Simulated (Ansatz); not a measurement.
Born–Oppenheimer molecular dynamics of a periodic cell of 24 atoms, SnO$_{2}$ (start crystal SnO2, start structure Pbcn, volume 1.1 times the crystal's). It goes on from the last frame of an earlier run, with new velocities.

Method: Ansatz 0.2.0, DFT PBEsol, scalar-relativistic, plane waves, PAW. Settings: PAW set soft_1, cutoff 420 eV, k mesh 3x3x3, fermi-dirac smearing 0.3 eV, no spin polarisation.

```yaml
ensemble: NVT, Langevin thermostat
time_step: 1 fs
steps_asked: 170
set_temperature: 2100 K
friction: 0.02 /fs
seed: 12565
```

First frame:

```xyz
24
Lattice="0.0000 5.9366 5.4165 4.8880 0.0000 5.4165 4.8880 5.9366 0.0000" Properties=species:S:1:pos:R:3
Sn 2.284 3.958 4.102
Sn 4.923 4.691 6.524
Sn 2.577 1.852 1.445
Sn 4.574 6.332 4.338
O 3.429 9.854 6.181
O 1.690 5.710 5.194
O 3.612 5.124 3.126
O 1.405 3.596 2.231
O 3.346 1.326 3.295
O 5.922 6.370 2.549
O 4.176 6.801 6.284
O 5.566 8.057 5.022
Sn 7.624 9.854 9.483
Sn 4.604 5.349 1.338
Sn 7.195 8.221 6.587
Sn 5.203 7.260 9.266
O 3.704 3.583 5.374
O 6.318 5.425 5.081
O 4.149 5.177 8.736
O 6.098 9.365 8.049
O 8.560 8.552 8.844
O 6.256 6.533 7.674
O 8.484 6.875 5.796
O 6.404 2.458 5.078
```

What does the run give?

The run went to its last step.

```json
{
  "steps done": "170",
  "time covered": "170 fs",
  "mean temperature over the second half": "2613 K",
  "spread of the potential energy over the second half": "30.1 meV per atom",
  "mean potential energy of the second half above the start": "-188.6 meV per atom"
}
```

The mean temperature of the second half is 24 % above the set value. A run of 0.17 ps of so small a system gives no equilibrium averages. Limits of this set-up: coarse k mesh, PAW files made for another functional.

What happens to the structure?

Mean squared displacements from the first frame to the last, about the centre of mass: Sn 0.29 Å², O 0.30 Å². This is one draw of velocities; another would differ in detail.

How do temperature and energy run in time?


```csv
time (fs),T (K),potential energy less start (eV)
0,2012,0.000
8,2061,-0.990
16,2556,-2.747
24,3142,-5.040
32,3136,-5.295
40,3027,-5.305
48,2649,-5.874
56,2134,-5.187
64,1686,-3.885
72,1826,-2.643
80,2314,-3.340
88,2130,-4.137
96,2206,-4.498
104,2457,-4.638
112,2435,-4.495
120,2524,-4.826
128,2457,-3.263
136,2508,-3.347
144,3120,-4.916
152,3066,-4.996
160,2818,-4.901
168,3260,-6.098
```

Time of the run: 48 min on 4 threads of Arm Neoverse V1 (shared host), peak memory 1.7 GiB.
